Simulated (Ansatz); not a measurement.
Space group Fm-3m (No. 225). a = 3.800 Å, b = 3.800 Å, c = 3.800 Å, α = 90.00°, β = 90.00°, γ = 90.00°
| atom | site | symmetry | x | y | z |
| --- | --- | --- | --- | --- | --- |
| Rh | 4a | m-3m | 0.0000 | 0.0000 | 0.0000 |

Equation of state of this Rh structure (not necessarily the ground state), with shape and atoms relaxed at each volume where symmetry leaves them free. It has no gap at any of these volumes. Computed with DFT r2SCAN, scalar-relativistic, plane waves, PAW in Ansatz.

Settings: cutoff 500 eV, Γ-centred mesh 18×18×18 on the computed 1-atom cell, Gaussian smearing of 0.10 eV; no spin polarisation.

```tsv
V (Å³/atom)	E − E(largest V) (meV/atom)	P (GPa)
12.894	10.02	20.47
13.305	-27.58	9.30
13.717	-38.97	0.00
14.128	-28.54	-7.73
14.540	0.00	-14.14
```

Problem. Fit a third-order Birch–Murnaghan equation to E(V).

Solution. V0 = 13.71 Å³/atom, B0 = 283 GPa, B0' = 5.2.